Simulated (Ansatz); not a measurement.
**A Si vacancy in diamond Si, 63 atoms, charge +1**

Computed with Ansatz 0.2.0, DFT, PBEsol, PAW, plane waves.

Command (of this form; memory limits and the device number are left out):

```sh
ansatz run in.yaml --threads 7 --pin off --runs-dir r --events-out ev --progress --plain
```

The input less its lattice and atoms (starting moments on atoms near the defect: 1 μB in all):

```yaml
crystal:
  symmetry: { detect: false }
kpoints:
  mp_grid: { grid: [1, 1, 1], shift: [0.25, 0.25, 0.25] }
hamiltonian:
  xc: pbesol
total_charge: 1
magnetization:
  spin_polarized: true
scf:
  occupations: { method: fermi_dirac, width: 0.01 }
relax:
  f_tol: 0.03
  max_steps: 80
  escape_saddle: false
  adjacent_minimum: "off"
output:
  forces: true
  eigenvalues: true
  populations: true
  charged_corrections: { epsilon: 11.7 }
```

Start:

```xyz
63
Lattice="10.8656 0.0000 0.0000 0.0000 10.8656 0.0000 0.0000 0.0000 10.8656" Properties=species:S:1:pos:R:3 pbc="T T T"
Si   10.8460    0.0157   10.8560
Si   10.8513    0.0025    5.4405
Si    0.0067    5.4567   10.7995
Si    0.0069    5.4340    5.4034
Si    5.4031    0.0108    0.0091
Si    5.4642    0.0258    5.4268
Si    5.4574    5.4189    0.0036
Si    1.3648    1.3464    1.3258
Si    1.3097    1.3344    6.7675
Si    1.3537    6.8130    1.3646
Si    1.3982    6.8104    6.8431
Si    6.8117    1.3506    1.3417
Si    6.7818    1.3587    6.7841
Si    6.7707    6.8134    1.3766
Si    6.8448    6.7695    6.7973
Si    2.6948    2.7217    0.0262
Si    2.7018    2.6936    5.4109
Si    2.6956    8.1204    0.0176
Si    2.7190    8.1345    5.4494
Si    8.1669    2.7205    0.0250
Si    8.1390    2.7344    5.4247
Si    8.1181    8.1748    0.0306
Si    8.1745    8.1376    5.4449
Si    4.0645    4.0834    1.3873
Si    4.0826    4.0823    6.7934
Si    4.0364    9.4966    1.3635
Si    4.0669    9.5066    6.7597
Si    9.4831    4.0639    1.3714
Si    9.4848    4.0688    6.8031
Si    9.5108    9.4843    1.3507
Si    9.4979    9.5277    6.7729
Si    2.7343   10.8507    2.7313
Si    2.6812    0.0092    8.1293
Si    2.7216    5.4365    2.6947
Si    2.7430    5.4543    8.1538
Si    8.1061   10.8570    2.7168
Si    8.1723    0.0294    8.1646
Si    8.1444    5.4246    2.7570
Si    8.1655    5.4219    8.1444
Si    4.0751    1.3334    4.0966
Si    4.0663    1.3834    9.4878
Si    4.1096    6.8099    4.0365
Si    4.0718    6.8085    9.5064
Si    9.4798    1.3444    4.0580
Si    9.5198    1.3581    9.4851
Si    9.4898    6.7895    4.0811
Si    9.4699    6.7715    9.5101
Si   10.8609    2.6797    2.7070
Si    0.0053    2.7280    8.1425
Si    0.0156    8.1315    2.7330
Si   10.8451    8.1398    8.1513
Si    5.4272    2.7173    2.7171
Si    5.4399    2.7096    8.1464
Si    5.4221    8.1487    2.7029
Si    5.4217    8.1478    8.1446
Si    1.3564    4.0839    4.0715
Si    1.3680    4.0893    9.5128
Si    1.3480    9.5210    4.1219
Si    1.3158    9.4550    9.5075
Si    6.7905    4.0976    4.1229
Si    6.7946    4.0849    9.4973
Si    6.7859    9.5411    4.0411
Si    6.8070    9.5002    9.4672
```

Steps:

```json
{"step": "start", "energy less the first (eV)": "0.000", "largest force component (eV/Å)": "0.892"}
{"step": "1", "energy less the first (eV)": "-0.540", "largest force component (eV/Å)": "0.260"}
{"step": "2", "energy less the first (eV)": "-0.579", "largest force component (eV/Å)": "0.097"}
{"step": "3", "energy less the first (eV)": "-0.586", "largest force component (eV/Å)": "0.033"}
{"step": "4", "energy less the first (eV)": "-0.587", "largest force component (eV/Å)": "0.011"}
```

A structure on the way, about -0.54 eV from the start:

```xyz
63
Lattice="10.8656 0.0000 0.0000 0.0000 10.8656 0.0000 0.0000 0.0000 10.8656" Properties=species:S:1:pos:R:3 pbc="T T T"
Si   10.8629    0.0008   10.8631
Si   10.8598    0.0035    5.4442
Si   10.8593    5.4500   10.8460
Si    0.0029    5.4309    5.4308
Si    5.4342    0.0019   10.8601
Si    5.4392    0.0065    5.4307
Si    5.4378    5.4287   10.8617
Si    1.3577    1.3561    1.3494
Si    1.3546    1.3574    6.7858
Si    1.3696    6.7955    1.3650
Si    1.3616    6.7931    6.8053
Si    6.7878    1.3676    1.3658
Si    6.7864    1.3486    6.7921
Si    6.7830    6.7990    1.3544
Si    6.7704    6.7540    6.7547
Si    2.7103    2.7243    0.0069
Si    2.7218    2.7214    5.4150
Si    2.7123    8.1394    0.0019
Si    2.7388    8.1293    5.4600
Si    8.1425    2.7223    0.0103
Si    8.1145    2.7587    5.4527
Si    8.1436    8.1517   10.8650
Si    8.1341    8.1282    5.4377
Si    4.0782    4.0783    1.3587
Si    4.0934    4.0848    6.7473
Si    4.0602    9.4947    1.3688
Si    4.0889    9.5052    6.7847
Si    9.4805    4.0710    1.3739
Si    9.5059    4.0830    6.8016
Si    9.5020    9.5053    1.3535
Si    9.4975    9.5046    6.7781
Si    2.7277   10.8620    2.7249
Si    2.7142   10.8609    8.1363
Si    2.7258    5.4112    2.7159
Si    2.7525    5.4530    8.1238
Si    8.1249   10.8621    2.7232
Si    8.1533   10.8619    8.1581
Si    8.1217    5.4616    2.7614
Si    8.1276    5.4337    8.1216
Si    4.0818    1.3571    4.0803
Si    4.0599    1.3773    9.4915
Si    4.0786    6.7525    4.0800
Si    4.0851    6.7965    9.5088
Si    9.4857    1.3727    4.0647
Si    9.5070    1.3562    9.5061
Si    9.5136    6.7998    4.0881
Si    9.4861    6.7774    9.4909
Si   10.8605    2.7172    2.7142
Si    0.0003    2.7180    8.1445
Si    0.0036    8.1429    2.7118
Si   10.8548    8.1495    8.1470
Si    5.4232    2.7421    2.7354
Si    5.4491    2.7366    8.1292
Si    5.4377    8.1146    2.7458
Si    5.4320    8.1246    8.1264
Si    1.3519    4.0793    4.0796
Si    1.3641    4.0771    9.5027
Si    1.3597    9.5041    4.0791
Si    1.3464    9.4939    9.5015
Si    6.7390    4.1193    4.1184
Si    6.7933    4.0864    9.5046
Si    6.7903    9.5129    4.0765
Si    6.7846    9.4904    9.4904
```

End:

```xyz
63
Lattice="10.8656 0.0000 0.0000 0.0000 10.8656 0.0000 0.0000 0.0000 10.8656" Properties=species:S:1:pos:R:3 pbc="T T T"
Si   10.8627    0.0003   10.8652
Si   10.8582   10.8636    5.4467
Si   10.8580    5.4474   10.8614
Si   10.8643    5.4317    5.4311
Si    5.4437   10.8639   10.8618
Si    5.4291    0.0027    5.4312
Si    5.4286    5.4319    0.0011
Si    1.3523    1.3565    1.3556
Si    1.3645    1.3675    6.7921
Si    1.3637    6.7930    1.3654
Si    1.3480    6.7946    6.7943
Si    6.7890    1.3685    1.3684
Si    6.7925    1.3504    6.7955
Si    6.7919    6.7950    1.3503
Si    6.7338    6.7335    6.7341
Si    2.7148    2.7195   10.8628
Si    2.7295    2.7325    5.4212
Si    2.7157    8.1442   10.8644
Si    2.7530    8.1160    5.4570
Si    8.1404    2.7184    0.0000
Si    8.1095    2.7581    5.4567
Si    8.1487    8.1516   10.8584
Si    8.1207    8.1229    5.4403
Si    4.0725    4.0750    1.3544
Si    4.1198    4.1200    6.7042
Si    4.0618    9.4941    1.3700
Si    4.0869    9.5083    6.7971
Si    9.4877    4.0665    1.3720
Si    9.5054    4.0877    6.7973
Si    9.5044    9.5076    1.3578
Si    9.4942    9.4975    6.7921
Si    2.7154   10.8641    2.7184
Si    2.7157   10.8652    8.1430
Si    2.7276    5.4208    2.7299
Si    2.7555    5.4572    8.1127
Si    8.1404   10.8652    2.7181
Si    8.1489   10.8583    8.1520
Si    8.1088    5.4571    2.7590
Si    8.1204    5.4397    8.1225
Si    4.0722    1.3558    4.0745
Si    4.0613    1.3720    9.4921
Si    4.1121    6.7118    4.1136
Si    4.0862    6.7981    9.5071
Si    9.4878    1.3723    4.0653
Si    9.5041    1.3585    9.5074
Si    9.5053    6.7981    4.0875
Si    9.4932    6.7927    9.4961
Si   10.8590    2.7190    2.7183
Si   10.8627    2.7182    8.1436
Si   10.8627    8.1439    2.7177
Si   10.8555    8.1514    8.1509
Si    5.4194    2.7347    2.7341
Si    5.4538    2.7562    8.1144
Si    5.4544    8.1163    2.7550
Si    5.4390    8.1223    8.1216
Si    1.3516    4.0750    4.0746
Si    1.3683    4.0663    9.4914
Si    1.3672    9.4939    4.0649
Si    1.3551    9.5073    9.5065
Si    6.6965    4.1266    4.1280
Si    6.7947    4.0883    9.5078
Si    6.7950    9.5082    4.0889
Si    6.7892    9.4973    9.4971
```

The calculation finished and met its thresholds.

Time: 72 s of wall time on 7 threads of a Neoverse-V2 processor, on a host shared with other runs; peak host memory 2.8 GiB.

Q: How much energy did the relaxation gain, and which atom moved most?

A: 0.59 eV in 4 steps, from a start with small random displacements; atom 15 (Si) moved 0.13 Å, the median atom 0.04 Å (drift of the whole cell removed).

The moment started at 1 μB and ended at 1.0 μB; no other spin state is shown. The one k point has no symmetry partners, which can distort the end along one axis.
